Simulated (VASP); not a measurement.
Output of a VASP run:

File OSZICAR:
```
       N       E                     dE             d eps       ncg     rms          rms(c)
DAV:   1     0.397544646875E+02    0.39754E+02   -0.68227E+03   480   0.115E+03
DAV:   2    -0.568111768436E+02   -0.96566E+02   -0.90493E+02   712   0.183E+02
DAV:   3    -0.646358015896E+02   -0.78246E+01   -0.77640E+01   588   0.594E+01
DAV:   4    -0.647546678216E+02   -0.11887E+00   -0.11877E+00   568   0.723E+00
DAV:   5    -0.647556508479E+02   -0.98303E-03   -0.98275E-03   592   0.689E-01    0.173E+00
DAV:   6    -0.616384515487E+02    0.31172E+01   -0.50921E-01   532   0.644E+00    0.129E+00
DAV:   7    -0.603866015290E+02    0.12519E+01   -0.50277E-01   548   0.575E+00    0.483E-01
DAV:   8    -0.612796861197E+02   -0.89308E+00   -0.36370E-01   480   0.657E+00    0.461E-01
DAV:   9    -0.612202877446E+02    0.59398E-01   -0.17171E-01   488   0.606E+00    0.239E-01
DAV:  10    -0.612951332278E+02   -0.74845E-01   -0.16490E-01   496   0.537E+00    0.104E-01
DAV:  11    -0.611418804602E+02    0.15325E+00   -0.92090E-02   480   0.488E+00    0.741E-02
DAV:  12    -0.611562129637E+02   -0.14333E-01   -0.19637E-02   488   0.230E+00    0.442E-02
DAV:  13    -0.611610928454E+02   -0.48799E-02   -0.35085E-03   528   0.928E-01    0.309E-02
DAV:  14    -0.611616198409E+02   -0.52700E-03   -0.18905E-03   532   0.651E-01    0.163E-02
DAV:  15    -0.611617265302E+02   -0.10669E-03   -0.18933E-03   492   0.695E-01    0.107E-02
DAV:  16    -0.611618644909E+02   -0.13796E-03   -0.59440E-05   560   0.119E-01    0.650E-03
DAV:  17    -0.611621320938E+02   -0.26760E-03   -0.23565E-04   492   0.234E-01    0.167E-03
DAV:  18    -0.611621520149E+02   -0.19921E-04   -0.11680E-05   544   0.467E-02    0.680E-04
DAV:  19    -0.611621551505E+02   -0.31357E-05   -0.50493E-06   520   0.371E-02    0.472E-04
DAV:  20    -0.611621547771E+02    0.37342E-06   -0.43604E-07   592   0.110E-02    0.261E-04
DAV:  21    -0.611621552674E+02   -0.49032E-06   -0.89671E-08   388   0.472E-03    0.122E-04
DAV:  22    -0.611621555573E+02   -0.28985E-06   -0.21728E-08   372   0.259E-03    0.715E-05
DAV:  23    -0.611621556786E+02   -0.12128E-06   -0.44595E-09   324   0.109E-03    0.642E-05
DAV:  24    -0.611621556326E+02    0.46010E-07   -0.52795E-10   320   0.343E-04
   1 F= -.61162156E+02 E0= -.61162156E+02  d E =0.000000E+00
       N       E                     dE             ncg
       N       E                     dE             ncg
       N       E                     dE             ncg
```

**OUTCAR**
```
------------------------ aborting loop because EDIFF is reached ----------------------------------------
  FORCE on cell =-STRESS in cart. coord.  units (eV):
  Direction    XX          YY          ZZ          XY          YZ          ZX
  --------------------------------------------------------------------------------------
  Total       -0.0000226     -0.0000226     -0.0000226      0.0000000      0.0000000      0.0000000
  in kB       -0.0004533     -0.0004533     -0.0004533      0.0000000      0.0000000      0.0000000
  external PRESSURE =      -0.0004533 kB  Pullay stress =       0.0000000 kB
  volume of cell :       79.89
      direct lattice vectors                 reciprocal lattice vectors
     4.306918916  0.000000000  0.000000000     0.232184543  0.000000000  0.000000000
     0.000000000  4.306918916  0.000000000     0.000000000  0.232184543  0.000000000
     0.000000000  0.000000000  4.306918916     0.000000000  0.000000000  0.232184543
 POSITION                                       TOTAL-FORCE (eV/Angst)
 -----------------------------------------------------------------------------------
      0.00000      0.00000      0.00000         0.000000      0.000000      0.000000
      2.15346      2.15346      2.15346         0.000000      0.000000      0.000000
 -----------------------------------------------------------------------------------
    total drift:                                0.000000      0.000000     -0.000000
  FREE ENERGIE OF THE ION-ELECTRON SYSTEM (eV)
  ---------------------------------------------------
  free  energy   TOTEN  =       -61.1621556326 eV

  energy  without entropy=      -61.1621556326  energy(sigma->0) =      -61.16215563

 total charge

# of ion       s       p       d       tot
------------------------------------------
    1        1.854   4.713   0.026   6.593
    2        1.606   3.322   0.002   4.930
--------------------------------------------------
tot          3.460   8.035   0.028  11.523
```
(Selected blocks of OUTCAR.)

### POSCAR
```
CsBr
1
    4.3069189164     0.0000000000     0.0000000000
   -0.0000000000     4.3069189164     0.0000000000
    0.0000000000     0.0000000000     4.3069189164
Cs Br
1 1
Direct
  0.0000000000   0.0000000000   0.0000000000
  0.5000000000   0.5000000000   0.5000000000
```

Q: Write an INCAR and KPOINTS that could have produced this output.

A: This is not unique; one that fits is the input of the run itself, SCAN meta-GGA, plane waves, VASP's PBE PAW potentials (set 64).

KPOINTS_OPT:
```
k-points along high-symmetry lines
10
Line-mode
Reciprocal
  0.000000   0.000000   0.000000 ! GAMMA
  0.000000   0.500000   0.000000 ! X

  0.000000   0.500000   0.000000 ! X
  0.500000   0.500000   0.000000 ! M

  0.500000   0.500000   0.000000 ! M
  0.000000   0.000000   0.000000 ! GAMMA

  0.000000   0.000000   0.000000 ! GAMMA
  0.500000   0.500000   0.500000 ! R

  0.500000   0.500000   0.500000 ! R
  0.000000   0.500000   0.000000 ! X

  0.500000   0.500000   0.500000 ! R
  0.500000   0.500000   0.000000 ! M
```

KPOINTS:
```
Automatic mesh
0
Gamma
7 7 7
0 0 0
```

### INCAR
```
ALGO = Normal
EDIFF = 1E-7
ENCUT = 520
ISIF = 2
ISMEAR = -5
LASPH = .TRUE.
LCHARG = .FALSE.
LMAXMIX = 4
LMIXTAU = .TRUE.
LORBIT = 11
LREAL = .FALSE.
LWAVE = .FALSE.
METAGGA = SCAN
NEDOS = 601
NELM = 100
PREC = Accurate
SYSTEM = CsBr
```

POTCAR, in this order: Cs_sv Br (PBE.64 set). Program: vasp_std.

The compound is CsBr in the CsCl type structure. It was relaxed first.
